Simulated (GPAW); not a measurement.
**SnTe in GPAW: the effect of functional**

SnTe:

```
Te Sn
1.0
     0.00000    3.15085    3.15085
     3.15085    0.00000    3.15085
     3.15085    3.15085    0.00000
Te Sn
1 1
Direct
  0.50000 0.50000 0.50000
  0.00000 0.00000 0.00000
```

Alike in all runs:

```yaml
Program: GPAW 26.7.0
Task: dielectric tensor
Cutoff: 400 eV
Basis: pw
k_mesh: 6 × 6 × 6
Occupations: fermi-dirac, width 0.001 eV
Spin: no spin polarisation
```

One run gave: dielectric constant 2904.62 mean. Which functional did it use?
A. GLLB-SC
B. RPBE
C. LDA
D. PBE
E. AM05

A.

```csv
functional,potentials or basis,dielectric constant (mean)
GLLB-SC,the program's PAW data sets (release 1.2.1) made for this functional,2904.62
LDA,the program's PAW data sets (release 1.2.1) made for this functional,74.77
AM05,PAW data sets generated in the run's folder for this functional,70.55
PBEsol,PAW data sets generated in the run's folder for this functional,68.21
PBE,GPAW PAW data sets (gpaw-data 1.2.1),76.45
RPBE,the program's PAW data sets (release 1.2.1) made for this functional,91.17
```

Caveats: the long-wavelength limit can be off by a per cent or two; a model potential gives levels but no total energy (some runs); response on these states lacks terms of the Hamiltonian (some runs).
